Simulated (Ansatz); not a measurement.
Molecular dynamics on a 2×2×2 supercell (24 atoms) of BaF2 (fluorite), relaxed with r2SCAN. Forces come from PBE in the plane-wave code Ansatz: a Langevin thermostat at fixed volume, 1700 K, steps of 1.5 fs. Computed, non-magnetic; the trajectory is short and the cell small, so nothing here is a converged average.

```yaml
crystal:
  lattice:
    - [0.0, 6.1943275425, 6.1943275425]
    - [6.1943275425, 0.0, 6.1943275425]
    - [6.1943275425, 6.1943275425, 0.0]
  atoms:
    - { symbol: Ba, position: [0.0, 0.0, 0.0] }
    - { symbol: F, position: [0.125, 0.125, 0.125] }
    - { symbol: F, position: [0.375, 0.375, 0.375] }
    - { symbol: Ba, position: [0.0, 0.0, 0.5] }
    - { symbol: F, position: [0.125, 0.125, 0.625] }
    - { symbol: F, position: [0.375, 0.375, 0.875] }
    - { symbol: Ba, position: [0.0, 0.5, 0.0] }
    - { symbol: F, position: [0.125, 0.625, 0.125] }
    - { symbol: F, position: [0.375, 0.875, 0.375] }
    - { symbol: Ba, position: [0.0, 0.5, 0.5] }
    - { symbol: F, position: [0.125, 0.625, 0.625] }
    - { symbol: F, position: [0.375, 0.875, 0.875] }
    - { symbol: Ba, position: [0.5, 0.0, 0.0] }
    - { symbol: F, position: [0.625, 0.125, 0.125] }
    - { symbol: F, position: [0.875, 0.375, 0.375] }
    - { symbol: Ba, position: [0.5, 0.0, 0.5] }
    - { symbol: F, position: [0.625, 0.125, 0.625] }
    - { symbol: F, position: [0.875, 0.375, 0.875] }
    - { symbol: Ba, position: [0.5, 0.5, 0.0] }
    - { symbol: F, position: [0.625, 0.625, 0.125] }
    - { symbol: F, position: [0.875, 0.875, 0.375] }
    - { symbol: Ba, position: [0.5, 0.5, 0.5] }
    - { symbol: F, position: [0.625, 0.625, 0.625] }
    - { symbol: F, position: [0.875, 0.875, 0.875] }
kpoints:
  mp_grid: { grid: [2, 2, 2] }
hamiltonian:
  xc: pbe
scf:
  occupations: { method: fermi_dirac, width: 0.146 }
md:
  ensemble: nvt_langevin
  temperature: 1700
  timestep: 1.5
  n_steps: 30
  initial_velocities: maxwell_boltzmann
  seed: 7408
```

Run as `ansatz run input.yaml --threads 4 --pin off --max-ram 3686MiB --backend cpu --events-out ev --progress --plain --runs-dir out`. Wall time 5.2 min on 4 threads of Intel(R) Xeon(R) Processor @ 2.50GHz (Skylake/Cascade Lake), with other jobs on the host; peak host memory 1.8 GiB.

| step | t (fs) | T (K) | free energy F from step 0 (meV/atom) | kinetic energy (meV/atom) | largest force (eV/Å) |
| --- | --- | --- | --- | --- | --- |
| 0 | 0 | 1629 | 0.0 | 210.6 | 0.00 |
| 1 | 1.5 | 1512 | 0.5 | 195.5 | 0.11 |
| 2 | 3 | 1401 | 2.1 | 181.1 | 0.23 |
| 3 | 4.5 | 1459 | 4.6 | 188.6 | 0.36 |
| 4 | 6 | 1423 | 8.3 | 183.9 | 0.49 |
| 5 | 7.5 | 1468 | 12.9 | 189.7 | 0.62 |
| 6 | 9 | 1390 | 18.5 | 179.7 | 0.75 |
| 7 | 10.5 | 1515 | 25.0 | 195.8 | 0.90 |
| 8 | 12 | 1422 | 32.7 | 183.8 | 1.06 |
| 9 | 13.5 | 1256 | 41.0 | 162.3 | 1.21 |
| 10 | 15 | 1284 | 50.0 | 166.0 | 1.39 |
| 11 | 16.5 | 1225 | 59.7 | 158.4 | 1.57 |
| 12 | 18 | 1234 | 70.1 | 159.5 | 1.77 |
| 13 | 19.5 | 1090 | 80.7 | 140.9 | 1.98 |
| 14 | 21 | 1063 | 91.4 | 137.4 | 2.18 |
| 15 | 22.5 | 895 | 101.7 | 115.7 | 2.39 |
| 16 | 24 | 868 | 111.2 | 112.2 | 2.56 |
| 17 | 25.5 | 770 | 119.2 | 99.5 | 2.64 |
| 18 | 27 | 714 | 125.4 | 92.3 | 2.63 |
| 19 | 28.5 | 790 | 130.6 | 102.2 | 2.56 |
| 20 | 30 | 780 | 135.0 | 100.8 | 2.42 |
| 21 | 31.5 | 656 | 138.5 | 84.8 | 2.25 |
| 22 | 33 | 665 | 141.2 | 85.9 | 2.25 |
| 23 | 34.5 | 759 | 142.6 | 98.1 | 2.32 |
| 24 | 36 | 822 | 143.2 | 106.3 | 2.35 |
| 25 | 37.5 | 800 | 143.4 | 103.4 | 2.34 |
| 26 | 39 | 824 | 142.2 | 106.5 | 2.31 |
| 27 | 40.5 | 840 | 140.0 | 108.6 | 2.26 |
| 28 | 42 | 851 | 137.0 | 109.9 | 2.27 |
| 29 | 43.5 | 942 | 134.2 | 121.8 | 2.28 |
| 30 | 45 | 909 | 131.4 | 117.5 | 2.29 |

The temperature starts at 1629 K, is lowest at step 21 (656 K, 31.5 fs) and ends at 909 K. The thermostat hasn't had time to restore it. The atoms start on their lattice sites with kinetic energy alone, so much of it first passes into potential energy. By the last step the atoms have moved 0.29 Å in the root mean square, the drift of the whole cell taken out, 0.57 Å at most.

Positions (Å) and forces (eV/Å) at step 30:
```
Ba  -0.009   0.053  -0.111    -0.022  -0.168   0.432
F    1.457   1.556   1.600    -0.141   0.305  -0.216
F    4.075   4.627   4.507     1.672  -0.573   0.502
Ba   3.091   3.120  -0.091     0.027  -0.062   0.697
F    4.629   4.529   1.168     0.536   0.624   0.785
F    7.748   8.009   4.957    -0.142  -0.580  -0.700
Ba   2.988   0.051   3.122     0.173   0.891   0.303
F    4.829   1.523   4.507    -0.293   0.051   0.700
F    7.809   4.824   7.793    -0.111  -0.909  -0.245
Ba   6.321   3.023   3.130    -0.596   1.240  -1.097
F    7.679   4.643   4.514    -0.095   0.543   0.766
F   10.659   7.692   7.611     0.607   0.305  -0.127
Ba  -0.280   3.155   2.990     1.501   0.196   0.565
F    1.195   4.685   4.726     0.370  -0.197  -0.578
F    4.715   7.926   8.095    -0.794  -0.771  -1.375
Ba   3.279   6.141   3.006    -1.598   0.502  -1.097
F    4.827   7.575   4.232     0.025   0.188   1.219
F    8.049  10.948   7.717    -0.484  -0.279  -0.200
Ba   3.221   3.179   6.167    -1.277  -0.513   0.250
F    4.817   4.892   7.673    -1.073  -0.862   0.644
F    7.853   8.098  10.701     0.538  -1.447   0.558
Ba   6.270   6.207   6.439     0.552   1.384  -1.734
F    7.671   7.682   7.757     0.404   0.365   0.358
F   10.611  10.917  10.828     0.223  -0.234  -0.410
```
